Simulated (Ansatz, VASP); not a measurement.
Two plane-wave programs on C

```
CELL_PARAMETERS angstrom
2.13627 -1.23338 -0.00919
2.13627 1.23338 -0.00919
-1.40011 0.00000 4.25801
ATOMIC_POSITIONS crystal
C 0.83335 0.83335 0.00005
C 0.16665 0.16665 0.99995
```

Alike in both runs: functional PBE; k mesh 12 × 12 × 6; occupations gaussian, width 0.02 eV; no spin polarisation.

Ansatz relaxed the structure, and its values are those at the end. VASP's run is a single point on that final structure, the one shown.

|  | VASP | Ansatz |
| --- | --- | --- |
| version | VASP 6.6.1 | Ansatz 0.2.0 |
| potentials or method | VASP PAW PBE potentials, release 64 (C) | scalar-relativistic, plane waves, PAW |
| plane-wave cutoff (eV) | 520 | 420 |
| valence electrons in the cell | 8 | 8 |

```csv
,VASP,Ansatz,Ansatz less VASP
gap on the k mesh at the Fermi level (eV),0.13,0.13,0.000
least direct gap on the mesh (eV),0.13,0.13,0.000
pressure (GPa),0.3,0.0,-0.35
```

Caveats: this functional lacks dispersion, which binds the layers, so the pressure and a relaxed spacing across them are unreliable.
